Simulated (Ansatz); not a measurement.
LiBr (rocksalt), relaxed with r2SCAN: 4 runs in the PAW code Ansatz, each a calculation of independent-particle optics. The symmetry is Fm-3m (No. 225, cubic); a = 5.479 Å in the conventional setting, 20.56 Å³ an atom. Around Li lie 6 Br at 2.74 Å; around Br lie 6 Li at 2.74 Å. Calculated for a static, non-magnetic cell.

```xyz
2
Lattice="0.0000 2.7396 2.7396 2.7396 0.0000 2.7396 2.7396 2.7396 0.0000" Properties=species:S:1:pos:R:3 pbc="T T T"
Li    0.0000    0.0000    0.0000
Br    2.7396    2.7396    2.7396
```

On meshes this coarse, single peaks can be features of the mesh. No local fields, no excitons; the zone sum runs over the cells of the mesh, and ε∞ includes the bands left out of the spectrum. Up to four peaks are listed, those above 15 % of the tallest and inside the complete range; the four can differ from row to row. Rows marked drawn have settings drawn at random (some not listed).

```json
{"functional": "PBE", "k mesh": "6×6×6", "broadening (eV)": "0.1", "scissors (eV)": "0.00", "range (eV)": "0–20", "settings": "chosen", "direct gap on the mesh before scissors (eV)": "4.99", "ε∞ xx": "3.76", "ε∞ yy": "3.76", "ε∞ zz": "3.76", "complete up to (eV)": "20.0", "tallest peaks of mean ε₂ (eV)": "6.25 7.60 8.55 9.25"}
{"functional": "r2SCAN", "k mesh": "6×6×6", "broadening (eV)": "0.1", "scissors (eV)": "0.00", "range (eV)": "0–20", "settings": "chosen", "direct gap on the mesh before scissors (eV)": "5.88", "ε∞ xx": "3.40", "ε∞ yy": "3.40", "ε∞ zz": "3.40", "complete up to (eV)": "20.0", "tallest peaks of mean ε₂ (eV)": "8.35 9.35 10.05 11.25"}
{"functional": "PBE", "k mesh": "6×6×6", "broadening (eV)": "0.1", "scissors (eV)": "1.23 (to HSE06)", "range (eV)": "0–20", "settings": "chosen", "direct gap on the mesh before scissors (eV)": "4.99", "ε∞ xx": "3.41", "ε∞ yy": "3.41", "ε∞ zz": "3.41", "complete up to (eV)": "20.0", "tallest peaks of mean ε₂ (eV)": "7.50 8.85 9.75 10.50"}
{"functional": "PBEsol", "k mesh": "6×6×6", "broadening (eV)": "0.4", "scissors (eV)": "1.50", "range (eV)": "2–10", "settings": "drawn", "direct gap on the mesh before scissors (eV)": "4.82", "ε∞ xx": "3.42", "ε∞ yy": "3.42", "ε∞ zz": "3.42", "complete up to (eV)": "10.0", "tallest peaks of mean ε₂ (eV)": "9.00"}
```

Spin-orbit coupling is left out.
